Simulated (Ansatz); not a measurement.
Crystal: FeO.

```xyz
2
Lattice="0.0000 2.1554 2.1554 2.1554 0.0000 2.1554 2.1554 2.1554 0.0000" Properties=species:S:1:pos:R:3 pbc="T T T"
Fe    0.0000    0.0000    0.0000
O     2.1554    2.1554    2.1554
```

* Program: Ansatz 0.2.0
* Task: relaxation of cell and atoms
* Functional: PBE
* Potentials or basis: Ansatz PAW
* Cutoff: 420 eV (not typed: the program's choice for these potentials)
* k mesh: 11 × 11 × 11
* Occupations: fermi-dirac, width 0.05 eV
* Spin: collinear spin, ferromagnetic start
* Starting moments: [3.0, 0.0] μB
* Hubbard terms: Fe d U = 8 eV

At the start: volume 10.01 Å³/atom.

**Question.** Where does the relaxation end?

**Answer.** It ends after 17 steps and the volume is 11.07 Å³/atom (+10.5 %); space group Immm (No. 71, to 0.05 Å); moment 4.00 μB per cell.

The path:
```tsv
step	energy change (eV)	largest force (eV/Å)	volume (Å³)
1	0.0000	0.0000	20.03
2	-0.0108	0.0000	20.47
3	-0.0119	0.0000	20.74
4	-0.0118	0.0000	20.75
5	-0.0153	0.0000	20.75
6	-0.0152	0.0000	20.78
7	-0.0154	0.0000	20.78
8	-1.9838	0.0000	20.78
9	-2.0251	0.0000	21.62
10	-2.0307	0.0000	22.07
11	-2.0324	0.0000	22.08
12	-2.0323	0.0000	22.09
13	-2.0403	0.0000	22.09
14	-2.0402	0.0000	22.13
15	-2.0402	0.0000	22.14
16	-2.0404	0.0000	22.14
17	-2.0404	0.0000	22.14
```

Final structure:
```cif
data_structure
_symmetry_space_group_name_H-M 'P 1'
_symmetry_Int_Tables_number 1
_cell_length_a 3.1713
_cell_length_b 3.1667
_cell_length_c 3.1713
_cell_angle_alpha 60.047
_cell_angle_beta 57.794
_cell_angle_gamma 60.047
_cell_volume 22.14
loop_
_atom_site_label
_atom_site_type_symbol
_atom_site_fract_x
_atom_site_fract_y
_atom_site_fract_z
_atom_site_occupancy
Fe1 Fe 0.00000 0.00000 0.00000 1
O1 O 0.50000 0.50000 0.50000 1
```

Caveat: the magnetic or orbital state may not be the lowest; the electronic state changed during the relaxation; the plane-wave basis is chosen anew once the cell has moved, so the energies of steps on either side of that aren't comparable; the pressure holds a Pulay correction of +0.6 GPa for the finite cutoff; a cell with one magnetic atom can't hold antiferromagnetic order, which such compounds often take.
